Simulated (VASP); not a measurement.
Runs of VASP 6.6.1 on GaAs. It takes space group F-43m (No. 216, cubic). The conventional cell has a = 5.654 Å, b = 5.654 Å, c = 5.654 Å, α = 90.00°, β = 90.00°, γ = 90.00°. Around Ga (site symmetry -43m) lie 4 As at 2.45 Å. As (site symmetry -43m) has 4 Ga at 2.45 Å as nearest neighbours. 

```tsv
task	level	potentials or basis	cell	k mesh	cutoff (eV)	gap on the mesh (eV)	pressure (GPa)	relaxed volume (Å³/atom)
relaxation of cell and atoms	PBE	VASP PAW PBE potentials, release 64 (Ga_d, As)	relaxed	10 × 10 × 10	600	(c)	-0.1	(b)
relaxation of cell and atoms	LDA	VASP PAW LDA potentials, release 64 (Ga_d, As)	relaxed	10 × 10 × 10	600	0.51	0.0	22.08
relaxation of cell and atoms	PBEsol	VASP PAW PBE potentials, release 64 (Ga_d, As)	relaxed	10 × 10 × 10	600	0.42	0.0	(a)
relaxation of cell and atoms	PBE+D3(BJ)	VASP PAW PBE potentials, release 64 (Ga_d, As)	relaxed	10 × 10 × 10	600	0.41	0.0	22.91
single point	PBE	VASP PAW PBE potentials, release 64 (Ga_d, As)	as given	6 × 6 × 6	520	0.52	3.4	-
```

Alike in all rows: no spin polarisation; smearing gaussian 0.03 eV.

Task: Fill in the values left out.

Result: (a) 22.70; (b) 23.77; (c) 0.15.

Caveats: the PAW data sets were made with another functional, which shifts forces and pressure a little (some runs).

A k mesh can miss the band edges, and the runs leave out spin-orbit coupling on As, Ga.

Not every run made on this cell is shown here.
